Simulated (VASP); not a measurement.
# Ni (Fm-3m) in VASP: a series of runs

One crystal, Ni, is run at these levels: PBEsol+D3, PBEsol+D3(BJ), PBE, PBE+D3(BJ); tasks: relaxation of cell and atoms, single point.

All numbers are computed with VASP 6.6.1; they aren't measurements. Logs are shortened: lines on timing, memory, paths and dates and some standing lists are left out, and cuts for length are marked.

### Step 1. The structure

It takes space group Fm-3m (No. 225, cubic). The conventional cell has a = 3.475 Å, b = 3.475 Å, c = 3.475 Å, α = 90.00°, β = 90.00°, γ = 90.00°. Ni (site symmetry m-3m) is surrounded by 12 Ni at 2.46 Å.

### Step 2. Relaxation of cell and atoms, PBEsol+D3, collinear spin, ferromagnetic start

INCAR

```
SYSTEM = Ni
ALGO = Fast ; EDIFF = 1E-7
EDIFFG = -0.02 ; ENCUT = 600
GGA = PS ; IBRION = 2
ISIF = 3 ; ISMEAR = -1
ISPIN = 2 ; IVDW = 11
LASPH = .True. ; LCHARG = .False.
LMAXMIX = 4 ; LORBIT = 11
LREAL = .False. ; LWAVE = .False.
MAGMOM = 1 ; NELM = 150
NSW = 40 ; PREC = Accurate
SIGMA = 0.05
```

KPOINTS

```
k-points
0
Gamma
  13 13 13
  0 0 0
```

POSCAR

```
Ni
1.0
    0.0000000000      1.7375729330      1.7375729330
    1.7375729330      0.0000000000      1.7375729330
    1.7375729330      1.7375729330      0.0000000000
Ni
1
Direct
    0.0000000000      0.0000000000      0.0000000000
```

Potentials or basis: VASP PAW PBE potentials, release 64 (Ni).

On the command line:

```console
$ cat potpaw_PBE.64/Ni/POTCAR > POTCAR
$ mpirun -np 1 vasp_std > vasp.out
```

OUTCAR:

```text
SYSTEM = Ni
   EDIFF = 1E-7
   EDIFFG = -0.02
   ENCUT = 600
   GGA = PS
   IBRION = 2
   ISIF = 3
   ISMEAR = -1
   ISPIN = 2
   IVDW = 11
   LASPH = .True.
   LORBIT = 11
   LREAL = .False.
   NELM = 150
   NSW = 40
   PREC = Accurate
 IVDW          = 11

 ion  position               nearest neighbor table
   1  0.000  0.000  0.000-

  LATTYP: Found a face centered cubic cell.
 ALAT       =     3.4751458660

  Lattice vectors:

 A1 = (   0.0000000000,   1.7375729330,   1.7375729330)
 A2 = (   1.7375729330,   0.0000000000,   1.7375729330)
 A3 = (   1.7375729330,   1.7375729330,   0.0000000000)

Analysis of symmetry for initial positions (statically):
=====================================================================
 Subroutine PRICEL returns:
 Original cell was already a primitive cell.

 Routine SETGRP: Setting up the symmetry group for a
 face centered cubic supercell.

 Subroutine GETGRP returns: Found 48 space group operations
 (whereof 48 operations were pure point group operations)
 out of a pool of 48 trial point group operations.

The static configuration has the point symmetry O_h .

Analysis of symmetry for dynamics (positions and initial velocities):
=====================================================================
 Subroutine PRICEL returns:
 Original cell was already a primitive cell.

 Routine SETGRP: Setting up the symmetry group for a
 face centered cubic supercell.

 Subroutine GETGRP returns: Found 48 space group operations
 (whereof 48 operations were pure point group operations)
 out of a pool of 48 trial point group operations.

The dynamic configuration has the point symmetry O_h .

Analysis of structural, dynamic, and magnetic symmetry:
=====================================================================
 Subroutine PRICEL returns:
 Original cell was already a primitive cell.

 Routine SETGRP: Setting up the symmetry group for a
 face centered cubic supercell.

 Subroutine GETGRP returns: Found 48 space group operations
 (whereof 48 operations were pure point group operations)
 out of a pool of 48 trial point group operations.

The overall configuration has the point symmetry O_h .

 Subroutine INISYM returns: Found 48 space group operations
 (whereof 48 operations are pure point group operations),
 and found     1 'primitive' translations

----------------------------------------------------------------------------------------

                                     Primitive cell

  volume of cell :      10.4920

  direct lattice vectors                    reciprocal lattice vectors
     0.000000000  1.737572933  1.737572933    -0.287757705  0.287757705  0.287757705
     1.737572933  0.000000000  1.737572933     0.287757705 -0.287757705  0.287757705
     1.737572933  1.737572933  0.000000000     0.287757705  0.287757705 -0.287757705

  length of vectors
     2.457299207  2.457299207  2.457299207     0.498410966  0.498410966  0.498410966

  position of ions in fractional coordinates (direct lattice)
     0.000000000  0.000000000  0.000000000

  ion indices of the primitive-cell ions
   primitive index   ion index
                 1           1

----------------------------------------------------------------------------------------

 KPOINTS: k-points

Automatic generation of k-mesh.
 Grid dimensions read from file:
 generate k-points for:   13   13   13

 Generating k-lattice:

  Cartesian coordinates                     Fractional coordinates (reciprocal lattice)
    -0.022135208  0.022135208  0.022135208     0.076923077  0.000000000  0.000000000
     0.022135208 -0.022135208  0.022135208     0.000000000  0.076923077  0.000000000
     0.022135208  0.022135208 -0.022135208     0.000000000  0.000000000  0.076923077

  Length of vectors
     0.038339305  0.038339305  0.038339305

  Shift w.r.t. Gamma in fractional coordinates (k-lattice)
     0.000000000  0.000000000  0.000000000

 Subroutine IBZKPT returns following result:
 ===========================================

 Found     84 irreducible k-points:

 Following reciprocal coordinates:
            Coordinates               Weight
  0.000000  0.000000  0.000000      1.000000
  0.076923  0.000000  0.000000      8.000000
  0.153846  0.000000  0.000000      8.000000
  0.230769  0.000000  0.000000      8.000000
  0.307692  0.000000  0.000000      8.000000
  0.384615  0.000000  0.000000      8.000000
[... 16 lines left out ...]
  0.384615  0.153846  0.000000     24.000000
  0.461538  0.153846  0.000000     24.000000
 [... further k-points ...]
   k-points           NKPTS =     84   k-points in BZ     NKDIM =     84   number of bands    NBANDS=     10
   number of dos      NEDOS =    301   number of ions     NIONS =      1
   total plane-waves  NPLWV =   8000
   dimension x,y,z NGX =    20 NGY =   20 NGZ =   20
   dimension x,y,z NGXF=    40 NGYF=   40 NGZF=   40
   ions per type =               1
   NGX,Y,Z   is equivalent  to a cutoff of  13.53, 13.53, 13.53 a.u.
   NGXF,Y,Z  is equivalent  to a cutoff of  27.06, 27.06, 27.06 a.u.
 SYSTEM =  Ni
   PREC   = accura    normal or accurate (medium, high low for compatibility)
   ISTART =      0    job   : 0-new  1-cont  2-samecut
   ICHARG =      2    charge: 1-file 2-atom 10-const
   ISPIN  =      2    spin polarized calculation?
   LNONCOLLINEAR =      F non collinear calculations
   LSORBIT =      F    spin-orbit coupling
   LASPH  =      T    aspherical Exc in radial PAW
   ENCUT  =  600.0 eV  44.10 Ry    6.64 a.u.   4.91  4.91  4.91*2*pi/ulx,y,z
   NELM   =    150;   NELMIN=  2; NELMDL= -5     # of ELM steps
   EDIFF  = 0.1E-06   stopping-criterion for ELM
   LREAL  =      F    real-space projection
   EDIFFG = -.2E-01   stopping-criterion for IOM
   NSW    =     40    number of steps for IOM
   IBRION =      2    ionic relax: 0-MD 1-quasi-New 2-CG
   NFREE  =      1    steps in history (QN), initial steepest desc. (CG)
   ISIF   =      3    stress and relaxation
   ISYM   =      2    0-nonsym 1-usesym 2-fastsym
   POTIM  = 0.5000    time-step for ionic-motion
   TEBEG  =    0.0;   TEEND  =   0.0 temperature during run
   PSTRESS=    0.0 pullay stress
   NELECT =      10.0000    total number of electrons
   NUPDOWN=      -1.0000    fix difference up-down
   EMIN   =  10.00;   EMAX   =-10.00  energy-range for DOS
   EFERMI =   0.00;   METHOD = LEGACY
   ISMEAR =    -1;   SIGMA  =   0.05  broadening in eV -4-tet -1-fermi 0-gaus
   EFERMI_NEDOS =   21; number of points for ismear=-14 and -15
   IALGO  =     68    algorithm
   IMIX   =      4    mixing-type and parameters
     AMIX     =   0.40;   BMIX     =  1.00
     AMIX_MAG =   1.60;   BMIX_MAG =  1.00
  volume/ion in A,a.u.               =      10.49        70.80
  Fermi-wavevector in a.u.,A,eV,Ry     =   1.611097  3.044533 35.315755  2.595635
  Thomas-Fermi vector in A             =   2.706542
   LORBIT       =     11    0 simple, 1 ext, 2 COOP (PROOUT), +10 PAW based schemes
   GGA     = PS    functional components
   LHFCALC =     F    Hartree Fock is set to
   AEXX    =    0.0000 exact exchange contribution
   IVDW    =    11    specifies the selected vdW correction
   LEPSILON=     F    determine dielectric tensor
   LRPA    =     F    only Hartree local field effects (RPA)
 conjugate gradient relaxation of ions
 spin polarized calculation
 RMM-DIIS sequential band-by-band and
  energy-cutoff  :      600.00
  volume of cell :       10.49
 maximum number of plane-waves:       365
   NGX =  9   NGY =  9   NGZ =  9

--------------------------------------- Ionic step        1  -------------------------------------------

 number of electron      10.0000000 magnetization       1.0000000

 number of electron       9.9999999 magnetization       0.6243763

 Free energy of the ion-electron system (eV)
  ---------------------------------------------------
  ext. energy  EPLUGINS =         0.00000000
  ---------------------------------------------------
  free energy    TOTEN  =        -6.14394875 eV

  energy without entropy =       -6.13090125  energy(sigma->0) =       -6.13742500

 E-fermi :   9.7105     XC(G=0): -13.6521

 val. band max:        9.7082120639   @ k =   0.3846   0.3846   0.0000
 cond. band min:       9.7119313649   @ k =   0.3846   0.0769   0.0000
 fundamental gap:      0.0037193010
 Fermi energy:         9.7104778199

 spin component 1

 k-point     1 :       0.0000    0.0000    0.0000
  band No.  band energies     occupation
      1       0.3915      1.00000
      2       7.1906      1.00000
      3       7.1906      1.00000
      4       7.1906      1.00000
      5       8.4221      1.00000
      6       8.4221      1.00000
      7      33.7107      0.00000
      8      37.8372      0.00000
      9      37.8373      0.00000
     10      37.8373      0.00000
[... 690 lines left out ...]
  energy  without entropy=       -6.4560079253  energy(sigma->0) =       -6.46176546

--------------------------------------- Ionic step        3  -------------------------------------------

 number of electron       9.9999992 magnetization       0.6218667

 Free energy of the ion-electron system (eV)
  ---------------------------------------------------
  ext. energy  EPLUGINS =         0.00000000
  ---------------------------------------------------
  free energy    TOTEN  =        -6.13866394 eV

  energy without entropy =       -6.12634386  energy(sigma->0) =       -6.13250390

 E-fermi :  10.3059     XC(G=0): -13.8934

 val. band max:       10.3058181191   @ k =   0.3846   0.3846   0.0000
 cond. band min:      10.3069823707   @ k =   0.3846   0.0769   0.0000
 fundamental gap:      0.0011642516
 Fermi energy:        10.3058947086

 spin component 1

 k-point     1 :       0.0000    0.0000    0.0000
  band No.  band energies     occupation
      1       0.6982      1.00000
      2       7.6779      1.00000
      3       7.6779      1.00000
      4       7.6779      1.00000
      5       8.9800      1.00000
      6       8.9800      1.00000
      7      34.6408      0.00000
      8      39.0843      0.00000
      9      39.0843      0.00000
     10      39.0843      0.00000
[... 647 lines left out ...]
  FREE ENERGIE OF THE ION-ELECTRON SYSTEM (eV)
  ---------------------------------------------------
  free  energy   TOTEN  =        -6.4841146964 eV

  energy  without entropy=       -6.4717946130  energy(sigma->0) =       -6.47795465

 reached required accuracy - stopping structural energy minimisation

 total charge

# of ion       s       p       d       tot
------------------------------------------
    1        0.535   0.575   8.351   9.461

 magnetization (x)

# of ion       s       p       d       tot
------------------------------------------
    1       -0.005  -0.022   0.652   0.624
```

It took 35 s on 1 thread of Intel Xeon Platinum 8488C (Sapphire Rapids), shared host; peak memory 0.16 GiB.

What came out:

| Quantity | Value |
| --- | --- |
| Free energy | -6.4841 eV |
| Relaxed volume | 10.08 Å³/atom |
| Relaxed cell | a = 2.425 Å, b = 2.425 Å, c = 2.425 Å, α = 60.00°, β = 60.00°, γ = 60.00° |
| Space group after relaxing (to 0.05 Å) | Fm-3m (No. 225) |
| Energy gained by relaxing | 11.9 meV/atom |
| Ionic steps | 3 |
| Pressure after relaxing | -0.1 GPa |
| Band gap on the k mesh | none (metal or under the smearing width) |
| Net moment | 0.62 μB per cell |
| Site moments | Ni +0.62 μB |
| Valence electrons inside the program's atomic spheres | Ni 9.46 |
| Dispersion energy per atom | -0.345 eV |

Step by step:
```csv
step,energy change (eV),largest force (eV/Å),pressure (GPa),volume (Å³)
1,0.0000,0.0000,-8.88,10.49
2,0.0047,0.0000,12.53,9.63
3,-0.0119,0.0000,-0.05,10.08
```

Final structure:
```
Ni
1.0
     0.00000    1.71468    1.71468
     1.71468    0.00000    1.71468
     1.71468    1.71468    0.00000
Ni
1
Cartesian
  0.0000 0.0000 0.0000
```

Levels at points of the mesh, in eV from the Fermi level:
Spin up:
```tsv
k point	band 3	band 4	band 5	band 6	band 7	band 8
(0.00, 0.00, 0.00)	-2.63	-2.63	-1.33	-1.33	24.33	28.78
```
Spin down:
```csv
k point,band 1,band 2,band 3,band 4,band 5,band 6,band 7,band 8,band 9,band 10
"(0.00, 0.00, 0.00)",-9.61,-1.91,-1.91,-1.91,-0.72,-0.72,24.24,28.78,28.78,28.78
```

Caveat: the PAW data sets were made with another functional, which shifts forces and pressure a little; pairwise dispersion overbinds metals, which lowers pressure and volume.

### Step 3. Relaxation of cell and atoms, PBEsol+D3(BJ), collinear spin, ferromagnetic start

INCAR

```
SYSTEM = Ni
ALGO     = Normal         ! electronic algorithm
EDIFF    = 1E-6           ! SCF threshold, eV
EDIFFG   = -0.005         ! ionic threshold
ENCUT    = 600            ! plane-wave cutoff, eV
GGA      = PS             ! functional
IBRION   = 2              ! ionic algorithm
ISIF     = 3              ! what is computed and relaxed
ISMEAR   = -1             ! smearing method
ISPIN    = 2              ! spin polarisation
IVDW     = 12             ! dispersion correction
LASPH    = .TRUE.         ! aspherical terms in the spheres
LCHARG   = .FALSE.        ! write CHGCAR
LMAXMIX  = 4              ! l up to which the mixer works
LORBIT   = 11             ! projections on sites
LREAL    = .FALSE.        ! projectors in reciprocal space
LWAVE    = .FALSE.        ! write WAVECAR
MAGMOM   = 1              ! initial moments
NELM     = 100            ! most SCF steps
NSW      = 60             ! ionic steps
PREC     = Accurate       ! precision mode
SIGMA    = 0.05           ! smearing width, eV
```

KPOINTS

```
k-points
0
G
  13 13 13
  0 0 0
```

POSCAR is that of step 2.

Potentials or basis: VASP PAW PBE potentials, release 64 (Ni).

On the command line:

```console
$ cat potpaw_PBE.64/Ni/POTCAR > POTCAR
$ mpirun -np 1 vasp_std > vasp.out
```

It took 40 s on 1 thread of Intel Xeon Platinum 8488C (Sapphire Rapids), shared host; peak memory 0.16 GiB.

The run converged. Its results:

```
Free energy                                           : -6.5891 eV
Relaxed volume                                        : 10.08 Å³/atom
Relaxed cell                                          : a = 2.425 Å, b = 2.425 Å, c = 2.425 Å, α = 60.00°, β = 60.00°, γ = 60.00°
Space group after relaxing (to 0.05 Å)                : Fm-3m (No. 225)
Energy gained by relaxing                             : 12.4 meV/atom
Ionic steps                                           : 5
Pressure after relaxing                               : 0.0 GPa
Band gap on the k mesh                                : none (metal or under the smearing width)
Net moment                                            : 0.62 μB per cell
Site moments                                          : Ni +0.62 μB
Valence electrons inside the program's atomic spheres : Ni 9.46
Dispersion energy per atom                            : -0.451 eV
```

Step by step:
```csv
step,energy change (eV),largest force (eV/Å),pressure (GPa),volume (Å³)
1,0.0000,0.0000,-9.15,10.49
2,0.0060,0.0000,13.27,9.61
3,-0.0124,0.0000,-0.09,10.08
4,-0.0124,0.0000,0.09,10.07
5,-0.0124,0.0000,-0.05,10.08
```

Final structure:
```
Ni
1.0
     0.00000    1.71442    1.71442
     1.71442    0.00000    1.71442
     1.71442    1.71442    0.00000
Ni
1
Direct
  0.00000 0.00000 0.00000
```

Levels at points of the mesh, in eV from the Fermi level:
Spin up:
| k point | band 1 | band 2 | band 3 | band 4 | band 5 | band 6 | band 7 | band 8 | band 9 | band 10 |
| --- | --- | --- | --- | --- | --- | --- | --- | --- | --- | --- |
| (0.00, 0.00, 0.00) | -9.61 | -2.63 | -2.63 | -2.63 | -1.33 | -1.33 | 24.34 | 28.79 | 28.79 | 28.79 |
Spin down:
```csv
k point,band 3,band 4,band 5,band 6,band 7,band 8
"(0.00, 0.00, 0.00)",-1.92,-1.92,-0.72,-0.72,24.25,28.79
```

Caveat: the PAW data sets were made with another functional, which shifts forces and pressure a little; pairwise dispersion overbinds metals, which lowers pressure and volume.

### Step 4. Single point, PBE, collinear spin, ferromagnetic start

INCAR

```
SYSTEM = Ni
PREC = Accurate
ENCUT = 520
EDIFF = 1E-6
ISMEAR = -1
SIGMA = 0.05
LREAL = .False.
LASPH = .True.
NELM = 120
ALGO = Fast
ISIF = 2
LWAVE = .False.
LCHARG = .True.
ISPIN = 2
MAGMOM = 2.5
LORBIT = 11
LMAXMIX = 4
GGA = PE
LELF = .True.
LVHAR = .True.
```

KPOINTS

```
Automatic mesh
0
Gamma
  13 13 13
  0 0 0
```

POSCAR is that of step 3.

On the command line:

```console
$ cat potpaw_PBE.64/Ni/POTCAR > POTCAR
$ mpirun -np 1 vasp_std > vasp.out
```

It took 22 s on 1 thread of Intel Xeon Platinum 8259CL at 2.50GHz (Skylake/Cascade Lake), shared host; peak memory 0.13 GiB.

Results (log left out):

```yaml
Free_energy: -5.4707 eV
Pressure: 8.1 GPa
Band_gap_on_the_k_mesh: none (metal or under the smearing width)
Net_moment: 0.62 μB per cell
Site_moments: Ni +0.63 μB
Valence_electrons_inside_the_program's_atomic_spheres: Ni 9.38
```

Levels at points of the mesh, in eV from the Fermi level:
Spin up:
| k point | band 2 | band 3 | band 4 | band 5 | band 6 | band 7 | band 8 | band 9 |
| --- | --- | --- | --- | --- | --- | --- | --- | --- |
| (0.00, 0.00, 0.00) | -2.53 | -2.53 | -2.53 | -1.29 | -1.29 | 24.02 | 28.17 | 28.17 |
Spin down:
```tsv
k point	band 1	band 2	band 3	band 4	band 5	band 6	band 7	band 8	band 9	band 10
(0.00, 0.00, 0.00)	-9.30	-1.78	-1.78	-1.78	-0.71	-0.71	23.88	28.16	28.16	28.16
```

### Step 5. Relaxation of cell and atoms, PBE+D3(BJ), collinear spin, ferromagnetic start

INCAR

```
ALGO     = Normal         # electronic algorithm
EDIFF    = 1E-7           # SCF threshold, eV
EDIFFG   = -0.02          # ionic threshold
ENCUT    = 600            # plane-wave cutoff, eV
GGA      = PE             # functional
IBRION   = 2              # ionic algorithm
ISIF     = 3              # what is computed and relaxed
ISMEAR   = -1             # smearing method
ISPIN    = 2              # spin polarisation
IVDW     = 12             # dispersion correction
LASPH    = True           # aspherical terms in the spheres
LCHARG   = False          # write CHGCAR
LMAXMIX  = 4              # l up to which the mixer works
LORBIT   = 11             # projections on sites
LREAL    = False          # projectors in reciprocal space
LWAVE    = False          # write WAVECAR
MAGMOM   = 1              # initial moments
NELM     = 100            # most SCF steps
NSW      = 60             # ionic steps
PREC     = Accurate       # precision mode
SIGMA    = 0.05           # smearing width, eV
```

KPOINTS

```
k-points
0
Gamma
  12 12 12
```

POSCAR is that of step 4.

On the command line:

```console
$ cat potpaw_PBE.64/Ni/POTCAR > POTCAR
$ mpirun -np 1 vasp_std > vasp.out
```

Run time: 35 s. Hardware: 1 thread of Intel Xeon Platinum 8259CL at 2.50GHz (Skylake/Cascade Lake), shared host; peak memory 0.15 GiB.

The run converged. Its results:

```yaml
Free_energy: -5.9463 eV
Relaxed_volume: 10.52 Å³/atom
Relaxed_cell: a = 2.460 Å, b = 2.460 Å, c = 2.460 Å, α = 60.00°, β = 60.00°, γ = 60.00°
Space_group_after_relaxing_to_0.05_Å: Fm-3m (No. 225)
Energy_gained_by_relaxing: 0.1 meV/atom
Ionic_steps: 3
Pressure_after_relaxing: 0.0 GPa
Band_gap_on_the_k_mesh: none (metal or under the smearing width)
Net_moment: 0.65 μB per cell
Site_moments: Ni +0.66 μB
Valence_electrons_inside_the_program's_atomic_spheres: Ni 9.37
Dispersion_energy_per_atom: -0.479 eV
```

Final structure:
```yaml
crystal:
  lattice:
    - [0.00000, 1.73918, 1.73918]
    - [1.73918, 0.00000, 1.73918]
    - [1.73918, 1.73918, 0.00000]
  atoms:
    - { symbol: Ni, position: [0.00000, 0.00000, 0.00000] }
```

Levels at points of the mesh, in eV from the Fermi level:
Spin up:
| k point | band 1 | band 2 | band 3 | band 4 | band 5 | band 6 | band 7 | band 8 | band 9 | band 10 |
| --- | --- | --- | --- | --- | --- | --- | --- | --- | --- | --- |
| (0.00, 0.00, 0.00) | -9.24 | -2.53 | -2.53 | -2.53 | -1.30 | -1.30 | 24.02 | 28.14 | 28.14 | 28.14 |
| (0.50, 0.00, 0.00) | -5.03 | -2.52 | -2.52 | -0.61 | -0.61 | -0.35 | 5.90 | 22.49 | 25.27 | 25.27 |
| (0.50, 0.50, 0.00) | -4.86 | -4.38 | -0.55 | -0.47 | -0.47 | 2.48 | 9.52 | 15.15 | 15.15 | 20.16 |
Spin down:
| k point | band 1 | band 2 | band 3 | band 4 | band 5 | band 6 | band 7 | band 8 |
| --- | --- | --- | --- | --- | --- | --- | --- | --- |
| (0.00, 0.00, 0.00) | -9.27 | -1.76 | -1.76 | -1.76 | -0.69 | -0.69 | 23.86 | 28.12 |
| (0.50, 0.00, 0.00) | -4.58 | -1.88 | -1.88 | -0.41 | 0.17 | 0.17 | 6.34 | 22.35 |
| (0.50, 0.50, 0.00) | -4.50 | -3.75 | 0.08 | 0.42 | 0.42 | 2.44 | 9.78 | 15.16 |

Caveat: pairwise dispersion overbinds metals, which lowers pressure and volume.

[end of part 1 of 2]
